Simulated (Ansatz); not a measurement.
The reference is BaSnO$_{3}$ in the cubic perovskite structure (space group Pm-3m, No. 221; a = 4.122 Å). Axes: x, y, z lie along the cube axes.

The values are results of Ansatz (a quantum-chemistry and plane-wave program), PBEsol, PAW, cutoff 420 eV, without spin-orbit coupling, not measurements.

Before the change:

```
Property                           Result
-----------------------------  ----------
Band gap                          0.86 eV
Shortest interatomic distance  3.895 bohr
```

Modification: tensor shear ε_yz = +0.97 % (engineering shear γ = 0.0194), atoms relaxed at fixed cell.

Question: Predict the new stress, energy relative to the base, band gap and shortest interatomic distance.

Answer: The stress (xx, yy, zz, yz, xz, xy; compression positive) amounts to (0.02, 0.03, 0.03, -1.84, 0.00, 0.00) GPa; the energy grows by 1.6 meV/atom; the band gap shrinks by 0.02 eV, from 0.86 eV to 0.84 eV; the shortest interatomic distance stays 3.895 bohr.

The cells carry an imposed strain or load. No phonon test of stability was made.
